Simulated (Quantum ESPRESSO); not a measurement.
# Br (I4/mmm) in Quantum ESPRESSO: convergence with k mesh

Aim: find how far k mesh must go before the results for Br settle, at PBE. This setting moves, with any that are tied to it; all else stays.

All numbers are computed with Quantum ESPRESSO 7.5; they aren't measurements. Logs are shortened: lines on timing, memory, paths and dates and some standing lists are left out, and cuts for length are marked.

### 1 Starting point

It takes space group I4/mmm (No. 139, tetragonal). Conventional cell: a = 2.847 Å, b = 2.847 Å, c = 7.155 Å, α = 90.00°, β = 90.00°, γ = 90.00°. Around Br (site symmetry 4/mmm) lie 4 Br at 2.85 Å.

### 2 With k mesh 2 × 2 × 2

The input, pw.in:

```
&CONTROL
  calculation = 'scf'
  prefix = 'pwscf'
  outdir = './tmp'
  pseudo_dir = './pseudo'
  tprnfor = .true.
  tstress = .true.
  disk_io = 'nowf'
/
&SYSTEM
  ibrav = 0
  nat = 1
  ntyp = 1
  ecutwfc = 76
  nbnd = 15
  occupations = 'smearing'
  smearing = 'fd'
  degauss = 0.00734986
/
&ELECTRONS
  conv_thr = 2d-10
  electron_maxstep = 120
  mixing_beta = 0.5
/
ATOMIC_SPECIES
Br    79.9040 Br.upf
CELL_PARAMETERS angstrom
  -1.4234917050    1.4234917050    3.5775173700
   1.4234917050   -1.4234917050    3.5775173700
   1.4234917050    1.4234917050   -3.5775173700
ATOMIC_POSITIONS crystal
Br     0.0000000000    0.0000000000    0.0000000000
K_POINTS automatic
2 2 2 0 0 0
```

Potentials or basis: PseudoDojo 0.5 SR PBE stringent.

On the command line:

```
$ OMP_NUM_THREADS=1 pw.x -in pw.in > pw.out
```

Run time: 3 s. Hardware: 1 thread of Arm Neoverse V2, shared host; peak memory 0.05 GiB.

What came out:

- Free energy: -3682.8177 eV
- Pressure: 12.2 GPa
- Band gap on the k mesh: none (metal or under the smearing width)

### 3 With k mesh 4 × 4 × 4

pw.in, as its differences from that of step 2:

```diff
@@ -33,2 +33,2 @@
 K_POINTS automatic
-2 2 2 0 0 0
+4 4 4 0 0 0
```

Potentials or basis: PseudoDojo 0.5 SR PBE stringent.

On the command line:

```
$ OMP_NUM_THREADS=1 pw.x -in pw.in > pw.out
```

Wall time 8.6 s (1 thread of Arm Neoverse V2, shared host); peak memory 0.05 GiB.

What came out:

```yaml
Free_energy: -3683.9420 eV
Pressure: -1.4 GPa
Band_gap_on_the_k_mesh: none (metal or under the smearing width)
```

### 4 With k mesh 6 × 6 × 6

pw.in, as its differences from that of step 3:

```diff
@@ -33,2 +33,2 @@
 K_POINTS automatic
-4 4 4 0 0 0
+6 6 6 0 0 0
```

On the command line:

```
$ OMP_NUM_THREADS=1 pw.x -in pw.in > pw.out
```

It took 21 s on 1 thread of Arm Neoverse V2, shared host; peak memory 0.06 GiB.

What came out:

```
Free energy            : -3683.5039 eV
Pressure               : 1.8 GPa
Band gap on the k mesh : none (metal or under the smearing width)
```

### 5 With k mesh 8 × 8 × 8

pw.in, as its differences from that of step 4:

```diff
@@ -33,2 +33,2 @@
 K_POINTS automatic
-6 6 6 0 0 0
+8 8 8 0 0 0
```

On the command line:

```
$ OMP_NUM_THREADS=1 pw.x -in pw.in > pw.out
```

It took 38 s on 1 thread of Arm Neoverse V2, shared host; peak memory 0.07 GiB.

Results:

```yaml
Free_energy: -3683.5364 eV
Pressure: 1.5 GPa
Band_gap_on_the_k_mesh: none (metal or under the smearing width)
```

### 6 With k mesh 10 × 10 × 10

pw.in, as its differences from that of step 5:

```diff
@@ -33,2 +33,2 @@
 K_POINTS automatic
-8 8 8 0 0 0
+10 10 10 0 0 0
```

Potentials or basis: PseudoDojo 0.5 SR PBE stringent.

On the command line:

```
$ OMP_NUM_THREADS=1 pw.x -in pw.in > pw.out
```

Wall time 64 s (1 thread of Arm Neoverse V2, shared host); peak memory 0.1 GiB.

The run converged. Its results:

```
Free energy            : -3683.5758 eV
Pressure               : 1.4 GPa
Band gap on the k mesh : none (metal or under the smearing width)
```

### 7 With k mesh 12 × 12 × 12

pw.in, as its differences from that of step 6:

```diff
@@ -33,2 +33,2 @@
 K_POINTS automatic
-10 10 10 0 0 0
+12 12 12 0 0 0
```

On the command line:

```
$ OMP_NUM_THREADS=1 pw.x -in pw.in > pw.out
```

Wall time 1.7 min (1 thread of Arm Neoverse V2, shared host); peak memory 0.13 GiB.

The run converged. Its results:

```
Free energy            : -3683.5806 eV
Pressure               : 1.4 GPa
Band gap on the k mesh : none (metal or under the smearing width)
```

### 8 With k mesh 13 × 13 × 13

pw.in, as its differences from that of step 7:

```diff
@@ -33,2 +33,2 @@
 K_POINTS automatic
-12 12 12 0 0 0
+13 13 13 0 0 0
```

On the command line:

```
$ OMP_NUM_THREADS=1 pw.x -in pw.in > pw.out
```

Wall time 2 min (1 thread of Arm Neoverse V2, shared host); peak memory 0.14 GiB.

Results (log left out):

```
Free energy            : -3683.5770 eV
Pressure               : 1.4 GPa
Band gap on the k mesh : none (metal or under the smearing width)
```

### 9 With k mesh 16 × 16 × 16

pw.in, as its differences from that of step 8:

```diff
@@ -33,2 +33,2 @@
 K_POINTS automatic
-13 13 13 0 0 0
+16 16 16 0 0 0
```

Potentials or basis: PseudoDojo 0.5 SR PBE stringent.

On the command line:

```
$ OMP_NUM_THREADS=1 pw.x -in pw.in > pw.out
```

Wall time 3.7 min (1 thread of Arm Neoverse V2, shared host); peak memory 0.22 GiB.

It converged, with:

```
Free energy            : -3683.5835 eV
Pressure               : 1.2 GPa
Band gap on the k mesh : none (metal or under the smearing width)
```

### 10 With k mesh 18 × 18 × 18

pw.in, as its differences from that of step 9:

```diff
@@ -33,2 +33,2 @@
 K_POINTS automatic
-16 16 16 0 0 0
+18 18 18 0 0 0
```

Potentials or basis: PseudoDojo 0.5 SR PBE stringent.

On the command line:

```
$ OMP_NUM_THREADS=1 pw.x -in pw.in > pw.out
```

pw.out:

```text
This program is part of the open-source Quantum ESPRESSO suite
     for quantum simulation of materials; please cite
         "P. Giannozzi et al., J. Phys.:Condens. Matter 21 395502 (2009);
         "P. Giannozzi et al., J. Phys.:Condens. Matter 29 465901 (2017);
         "P. Giannozzi et al., J. Chem. Phys. 152 154105 (2020);
     in publications or presentations arising from this work. More details at

     Message from routine setup:
     using ibrav=0 with symmetry is DISCOURAGED, use correct ibrav instead

     G-vector sticks info
     --------------------
     sticks:   dense  smooth     PW     G-vecs:    dense   smooth      PW
     Sum        1249    1249    439                17497    17497    3703

     Using Slab Decomposition

     bravais-lattice index     =            0
     lattice parameter (alat)  =       7.7574  a.u.
     unit-cell volume          =     195.6808 (a.u.)^3
     number of atoms/cell      =            1
     number of atomic types    =            1
     number of electrons       =        17.00
     number of Kohn-Sham states=           15
     kinetic-energy cutoff     =      76.0000  Ry
     charge density cutoff     =     304.0000  Ry
     scf convergence threshold =      2.0E-10
     mixing beta               =       0.5000
     number of iterations used =            8  plain     mixing
     Exchange-correlation= PBE
                           (   1   4   3   4   0   0   0)

     celldm(1)=   7.757386  celldm(2)=   0.000000  celldm(3)=   0.000000
     celldm(4)=   0.000000  celldm(5)=   0.000000  celldm(6)=   0.000000

     crystal axes: (cart. coord. in units of alat)
               a(1) = (  -0.346768   0.346768   0.871496 )
               a(2) = (   0.346768  -0.346768   0.871496 )
               a(3) = (   0.346768   0.346768  -0.871496 )

     reciprocal axes: (cart. coord. in units 2 pi/alat)
               b(1) = ( -0.000000  1.441888  0.573726 )
               b(2) = (  1.441888 -0.000000  0.573726 )
               b(3) = (  1.441888  1.441888  0.000000 )

     PseudoPot. # 1 for Br read from file:
     Br.upf
     Pseudo is Norm-conserving + core correction, Zval = 17.0
     Generated using ONCVPSP code by D. R. Hamann
     Using radial grid of 1098 points,  6 beta functions with:
                l(1) =   0
                l(2) =   0
                l(3) =   1
                l(4) =   1
                l(5) =   2
                l(6) =   2

     atomic species   valence    mass     pseudopotential
     Br               17.00    79.90400     Br( 1.00)

     16 Sym. Ops., with inversion, found

   Cartesian axes

     site n.     atom                  positions (alat units)
         1        Br     tau(   1) = (   0.0000000   0.0000000   0.0000000  )

     number of k points=   480  Fermi-Dirac smearing, width (Ry)=  0.0073

     Number of k-points >= 100: set verbosity='high' to print them.

     Dense  grid:    17497 G-vectors     FFT dimensions: (  45,  45,  45)

     Initial potential from superposition of free atoms

     starting charge      17.0000, renormalised to      17.0000
     Starting wfcs are    9 randomized atomic wfcs +    6 random wfcs

     Self-consistent Calculation

     iteration #  1     ecut=    76.00 Ry     beta= 0.50
     Davidson diagonalization with overlap
     ethr =  1.00E-02,  avg # of iterations =  6.6

     Threshold (ethr) on eigenvalues was too large:
     Diagonalizing with lowered threshold

     Davidson diagonalization with overlap
     ethr =  4.50E-05,  avg # of iterations =  4.2

     total energy              =    -270.73784486 Ry
     estimated scf accuracy    <       0.00768345 Ry

     iteration #  2     ecut=    76.00 Ry     beta= 0.50
     Davidson diagonalization with overlap
     ethr =  4.52E-05,  avg # of iterations =  1.1

     total energy              =    -270.73777511 Ry
     estimated scf accuracy    <       0.00100987 Ry

     iteration #  3     ecut=    76.00 Ry     beta= 0.50
     Davidson diagonalization with overlap
     ethr =  5.94E-06,  avg # of iterations =  3.3

     total energy              =    -270.73791425 Ry
     estimated scf accuracy    <       0.00000968 Ry

     iteration #  4     ecut=    76.00 Ry     beta= 0.50
     Davidson diagonalization with overlap
     ethr =  5.69E-08,  avg # of iterations =  2.1

     total energy              =    -270.73791607 Ry
     estimated scf accuracy    <       0.00000089 Ry

     iteration #  5     ecut=    76.00 Ry     beta= 0.50
     Davidson diagonalization with overlap
     ethr =  5.25E-09,  avg # of iterations =  2.0

     total energy              =    -270.73791618 Ry
     estimated scf accuracy    <          4.8E-09 Ry

     iteration #  6     ecut=    76.00 Ry     beta= 0.50
     Davidson diagonalization with overlap
     ethr =  2.82E-11,  avg # of iterations =  3.6

     total energy              =    -270.73791618 Ry
     estimated scf accuracy    <          4.7E-10 Ry

     iteration #  7     ecut=    76.00 Ry     beta= 0.50
     Davidson diagonalization with overlap
     ethr =  2.79E-12,  avg # of iterations =  2.0

     End of self-consistent calculation

     Number of k-points >= 100: set verbosity='high' to print the bands.

     the Fermi energy is     5.9945 ev

!    total energy              =    -270.73791618 Ry
     estimated scf accuracy    <          3.8E-11 Ry
     smearing contrib. (-TS)   =      -0.00127396 Ry
     internal energy E=F+TS    =    -270.73664222 Ry

     The total energy is F=E-TS. E is the sum of the following terms:
     one-electron contribution =    -169.72065970 Ry
     hartree contribution      =      82.41767859 Ry
     xc contribution           =     -44.45334420 Ry
     ewald contribution        =    -138.98031691 Ry

     convergence has been achieved in   7 iterations

     Forces acting on atoms (cartesian axes, Ry/au):

     atom    1 type  1   force =     0.00000000    0.00000000    0.00000000

     Total force =     0.000000     Total SCF correction =     0.000000

     Computing stress (Cartesian axis) and pressure

          total   stress  (Ry/bohr**3)                   (kbar)     P=       13.63
   0.00008500   0.00000000   0.00000000           12.50        0.00        0.00
  -0.00000000   0.00008500   0.00000000           -0.00       12.50        0.00
   0.00000000   0.00000000   0.00010793            0.00        0.00       15.88

=------------------------------------------------------------------------------=
   JOB DONE.
=------------------------------------------------------------------------------=
```

Run time: 5.1 min. Hardware: 1 thread of Arm Neoverse V2, shared host; peak memory 0.29 GiB.

What came out:

- Free energy: -3683.5770 eV
- Pressure: 1.4 GPa
- Band gap on the k mesh: none (metal or under the smearing width)

### 11 The series at a glance

| k mesh | energy less the tightest run, at zero smearing (meV/atom) | pressure (GPa) | SCF cycles | CPU time (s) | peak memory (GiB) |
| --- | --- | --- | --- | --- | --- |
| 2 × 2 × 2 | 755.24 | 12.17 | 7 | 3 | 0.05 |
| 4 × 4 × 4 | -373.58 | -1.42 | 7 | 8.6 | 0.05 |
| 6 × 6 × 6 | 81.44 | 1.75 | 8 | 21 | 0.06 |
| 8 × 8 × 8 | 42.96 | 1.51 | 7 | 38 | 0.07 |
| 10 × 10 × 10 | 2.81 | 1.39 | 7 | 64 | 0.1 |
| 12 × 12 × 12 | -5.43 | 1.40 | 7 | 100 | 0.13 |
| 13 × 13 × 13 | -0.17 | 1.38 | 7 | 120 | 0.14 |
| 16 × 16 × 16 | -9.63 | 1.22 | 7 | 220 | 0.22 |
| 18 × 18 × 18 | 0.00 | 1.36 | 7 | 300 | 0.29 |

Not settled before the last step: the energy (to 1 meV/atom), the pressure (to 0.1 GPa). Meshes of other sizes hit other points, so gaps and Fermi surfaces needn't settle smoothly. The tightest run that finished is the yardstick and may itself not be fully converged.

Caveats: an odd number of electrons without spin polarisation forces a metal; a magnetic or distorted state may lie lower.
